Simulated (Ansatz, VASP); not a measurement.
**One calculation of Cu, two programs**

```
Cu
1.0
     0.00000    1.83129    1.83129
     1.83129    0.00000    1.83129
     1.83129    1.83129    0.00000
Cu
1
Direct
  0.00000 0.00000 0.00000
```

Change from the starting cell: volume scaled by 1.04.

Alike in both runs: task single point; functional PBEsol; k mesh 13 × 13 × 13; occupations fermi-dirac, width 0.05 eV; no spin polarisation.

|  | VASP | Ansatz |
| --- | --- | --- |
| version | VASP 6.6.1 | Ansatz 0.2.0 |
| potentials or method | VASP PAW PBE potentials, release 64 (Cu) | Ansatz PAW |
| plane-wave cutoff (eV) | 520 | 420 |
| valence electrons in the cell | 11 | 19 |

VASP gave:

- gap on the k mesh at the Fermi level (eV): none
- pressure (GPa): -10.7

Question: What did Ansatz give for the same quantities?

Answer: gap on the k mesh at the Fermi level (eV): none; pressure (GPa): -11.4.

A gap of «none» marks a metal or a gap that the smearing closes. The two sets of potentials don't hold the same shells in valence.

Caveats: the PAW data sets were made with another functional, which shifts forces and pressure a little (VASP); the PAW data sets come from PBE, with cores solved anew for the run's functional, which leaves a small shift of forces and pressure (Ansatz).
